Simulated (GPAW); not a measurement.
Crystal: TiAl.

```xyz
2
Lattice="3.1791 0.0000 0.0000 0.0000 3.1791 0.0000 0.0000 0.0000 3.1791" Properties=species:S:1:pos:R:3 pbc="T T T"
Ti    0.0000    0.0000    0.0000
Al    1.5895    1.5895    1.5895
```

The cell comes from a database or a generator and needn't be the stable form of this composition.

Base run:

| Item | Value |
| --- | --- |
| Program | GPAW 26.7.0 |
| Functional | PBE |
| Potentials or basis | GPAW PAW data sets (gpaw-data 1.2.1) |
| Cutoff | 600 eV |
| Basis | pw |
| k mesh | 8 × 8 × 8 |
| Occupations | fermi-dirac, width 0.05 eV |
| Spin | no spin polarisation |

Its results: pressure 0.7 GPa.

Task: The run is repeated on the same cell with these changes: functional from PBE to r2SCAN; hubbard terms from none to Ti d U = 3.5 eV. What comes out?

Result: Pressure 2.2 GPa.

Several settings changed at once, so the effect can't be laid on one alone.

Caveats: the PAW data sets were made with another functional, which shifts forces and pressure a little (some runs); U without spin polarisation on a metal has little footing (some runs); the U is typed as a test and isn't derived for this compound (some runs).
